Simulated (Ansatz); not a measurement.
Input and output of a single-point calculation on CdSe built on the wurtzite prototype (the plane-wave code Ansatz, HSE06). The cell was relaxed with r2SCAN and then strained (biaxial +5.43 % in x and y, z held), with the atoms relaxed again with r2SCAN; k points keep the names of the unstrained zone.

The input:
```yaml
crystal:
  lattice:
    - [4.5764249619, 0.0, 0.0]
    - [-2.2882124809, 3.9633002755, 0.0]
    - [0.0, 0.0, 7.0766459765]
  atoms:
    - { symbol: Cd, position: [0.3333333333, 0.6666666667, -0.0048607095] }
    - { symbol: Cd, position: [0.6666666667, 0.3333333333, 0.4951392905] }
    - { symbol: Se, position: [0.3333333333, 0.6666666667, 0.3798607095] }
    - { symbol: Se, position: [0.6666666667, 0.3333333333, 0.8798607095] }
kpoints:
  mp_grid: { grid: [6, 6, 4] }
  band_path:
    path:
      - [0.0, 0.0, 0.0]
      - [0.5, 0.0, 0.0]
      - [0.3333333333, 0.3333333333, 0.0]
      - [0.0, 0.0, 0.5]
      - [0.5, 0.0, 0.5]
      - [0.3333333333, 0.3333333333, 0.5]
    npoints: 1
hamiltonian:
  xc: hse06
scf:
  occupations: { method: fixed }
  n_extra_bands: 5
output:
  forces: true
  stress: true
  eigenvalues: true
```

Output, abridged:
```
scf.n_extra_bands = 5 over 36 filled bands (N_el = 72.0): the run solves 41 bands
Pseudopotential: Cd, paw, valence charge 20, recommended cutoff 420 eV (normal)
Pseudopotential: Se, paw, valence charge 16, recommended cutoff 420 eV (normal)
Functional definition: HSE06
Crystal: 4 atoms, lattice volume = 128.354 Å³
Basis set: ecut = 420 eV, 2501 PW (Γ)
Symmetry: 12 space group operations
Space group: P63mc (ITA 186)
k-points: 21 of 144 (time reversal used)
[warm-up without exact exchange]
SCF iter   1: HF=-27449.466503 eV  Δρ=1.57e-3  dr2=4.95e-3
SCF iter   2: HF=-27449.465651 eV  Δρ=3.99e-4  dr2=2.42e-4
SCF iter   3: HF=-27449.465701 eV  Δρ=1.42e-4  dr2=2.36e-5
SCF iter   4: HF=-27449.465785 eV  Δρ=7.15e-5  dr2=5.07e-6
SCF 1 stopped early in 4 iterations: F = -27449.465808 eV  dr2 = 5.07e-6
[exact exchange on]
Exchange kernel: α = 0.2500, screened, ω = 0.2079 Å⁻¹, Wigner–Seitz truncation, v(0) = 1046.9129 eV·Å³, q-mesh 6×6×4
SCF iter   1: HF=-27460.072825 eV  Δρ=5.98e-3  dr2=3.93e-2
SCF iter   2: HF=-27460.054921 eV  Δρ=2.36e-3  dr2=4.78e-3
SCF iter   3: HF=-27460.074623 eV  Δρ=1.57e-3  dr2=2.11e-3
SCF iter   4: HF=-27460.074238 eV  Δρ=5.07e-4  dr2=2.49e-4
SCF iter   5: HF=-27460.074227 eV  Δρ=4.44e-5  dr2=6.58e-5
SCF iter   6: HF=-27460.074636 eV  Δρ=1.56e-4  dr2=3.98e-5
SCF iter   7: HF=-27460.074623 eV  Δρ=2.05e-5  dr2=2.43e-6
SCF 2 stopped early in 7 iterations: F = -27460.074624 eV  dr2 = 2.43e-6
hybrid outer 1: dexx = +2.361e-2 eV, tail = 1.40e-4 eV
SCF iter   1: HF=-27460.075099 eV  Δρ=4.90e-5  dr2=1.29e-6
SCF iter   2: HF=-27460.075100 eV  Δρ=1.60e-5  dr2=1.90e-7
SCF iter   3: HF=-27460.075101 eV  Δρ=4.76e-6  dr2=1.42e-8
SCF iter   4: HF=-27460.075101 eV  Δρ=9.42e-7  dr2=1.41e-9
SCF iter   5: HF=-27460.075101 eV  Δρ=2.14e-7  dr2=5.10e-10
SCF 3 converged in 5 iterations: F = -27460.075101 eV  dr2 = 5.10e-10
hybrid outer 2: dexx = +1.088e-6 eV, tail = 6.56e-8 eV, Δε = 3.15e-3 eV, ΔF = 2.44e-3 eV/Å
SCF iter   1: HF=-27460.075101 eV  Δρ=1.86e-6  dr2=2.63e-9
SCF iter   2: HF=-27460.075101 eV  Δρ=3.70e-7  dr2=1.21e-10
SCF 4 converged in 2 iterations: F = -27460.075101 eV  dr2 = 1.21e-10
hybrid outer 3: dexx = +1.114e-9 eV, tail = 4.85e-10 eV, Δε = 1.66e-4 eV, ΔF = 5.28e-5 eV/Å
hybrid SCF converged: 3 outer / 14 inner (+4 warm-up)
Free energy (F): -27460.075101 eV
Fermi energy:    5.222627 eV
--- Per-component energies (eV) ---
  E_band       = -2097.283649
  E_kinetic    = 1242.760124
  E_local      = -13397.142444
  E_nonlocal   = -1123.111746
  E_hartree    = 6340.909269
  E_xc         = -447.019009
  E_vxc        = -504.864315
  E_exx        = -312.676634
  E_paw        = -11799.128740
  E_vpaw       = -371.389118
  E_ewald      = -7961.318754
  E_core_change = -3.345970
--- Forces (eV/Å), atoms counted from 1 ---
  atom   1  Cd      0.00000      0.00000      0.00768
  atom   2  Cd      0.00000      0.00000      0.00768
  atom   3  Se      0.00000      0.00000    -0.00768
  atom   4  Se      0.00000      0.00000    -0.00768
--- Stress (GPa, compression-positive) ---
       -4.745437       0.000000       0.000000
        0.000000      -4.745437       0.000000
        0.000000       0.000000      -2.585936
  P = ⅓ Tr σ = -4.0256 GPa (-40.256 kbar)
--- Band table (eV; the first three rows and the last of 21) ---
  k-point 0: bands = […, 1.3332, 4.3907, 4.3907, 5.1156, 5.1156, 5.2226, 6.4326, 7.8212, 11.7999, 11.7999, …]
  k-point 1: bands = […, 1.7736, 4.1910, 4.4906, 4.4906, 5.0027, 5.0027, 7.3961, 7.9581, 11.8709, 11.8709, …]
  k-point 2: bands = […, 2.8497, 2.8497, 4.7401, 4.7401, 4.7401, 4.7401, 8.0971, 8.0971, 11.8862, 11.8862, …]
  k-point 20: bands = […, 1.4028, 1.4028, 3.0980, 3.0980, 4.3800, 4.3800, 9.8567, 9.8567, 11.8443, 11.8443, …]
```

The rows of the band table are 0: (0, 0, 0) = Γ, 1: (0, 0, 1/4), 2: (0, 0, -1/2) = A, 20: (1/3, 1/3, -1/2) = H.

Levels at the listed points, from bands.tsv (eV from the Fermi energy, bands near the gap, counted from 0):
```tsv
# k_distance	band_31	band_32	band_33	band_34	band_35	band_36	band_37	band_38	band_39
# fermi_ev = 5.222627
# [0, 0, 0] at k_distance = 0.000000
# [0.5, 0, 0] at k_distance = 0.792671
# [0.3333333333, 0.3333333333, 0] at k_distance = 1.250320
# [0, 0, 0.5] at k_distance = 2.267596
# [0.5, 0, 0.5] at k_distance = 3.060266
# [0.3333333333, 0.3333333333, 0.5] at k_distance = 3.517915
# levels_relative_to = fermi_ev
0.000	-0.832	-0.832	-0.107	-0.107	0.000	1.210	2.599	6.577	6.577
0.793	-3.310	-2.308	-1.737	-1.117	-0.707	3.886	3.925	5.804	6.967
1.250	-3.471	-2.697	-1.631	-1.631	-1.428	5.272	5.272	5.405	7.533
2.268	-2.373	-0.482	-0.482	-0.482	-0.482	2.874	2.874	6.664	6.664
3.060	-3.895	-1.258	-1.258	-1.056	-1.056	3.769	3.769	5.680	5.680
3.518	-3.820	-2.125	-2.125	-0.843	-0.843	4.634	4.634	6.622	6.622
```
In order the rows are Γ, M, K, A, L, H.

With HSE06 the gap is 1.21 eV and direct, at Γ. The gap is the least over the mesh and the extra points. With the atoms held, the mean pressure is -4.0 GPa (compression positive). The stress of a hybrid is loosely converged here.

The values are computed, spin-unpolarised, and not measurements.

Spin-orbit coupling is left out.
